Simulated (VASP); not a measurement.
**CaF2 (Fluorite): equation of state with PBE**

Crystal: CaF2 (Fluorite).

```
Ca F
1.0
     0.00000    2.73100    2.73100
     2.73100    0.00000    2.73100
     2.73100    2.73100    0.00000
Ca F
1 2
Direct
  0.00000 0.00000 0.00000
  0.75000 0.75000 0.75000
  0.25000 0.25000 0.25000
```

- Program: VASP 6.6.1
- Task: equation of state
- Functional: PBE
- Potentials or basis: VASP PAW PBE potentials, release 64 (Ca_sv, F)
- Cutoff: 520 eV
- k mesh: 8 × 8 × 8
- Occupations: fermi-dirac, width 0.05 eV
- Spin: no spin polarisation

The equilibrium volume is 14.05 Å³/atom, the bulk modulus is 77 GPa and the pressure derivative of the bulk modulus is 4.6.

Energy against volume, from the lowest point:
```tsv
volume (Å³/atom)	energy (meV/atom)
12.764	33.49
13.036	19.95
13.308	10.23
13.579	3.82
13.851	0.55
14.122	0.00
14.394	1.86
```

All runs of the series together: 2.7 min on 1 thread of Intel(R) Xeon(R) Platinum 8488C (Sapphire Rapids) (shared host).

PBE usually gives volumes a little too large and moduli too small. Zero-point motion and thermal expansion aren't in these numbers.
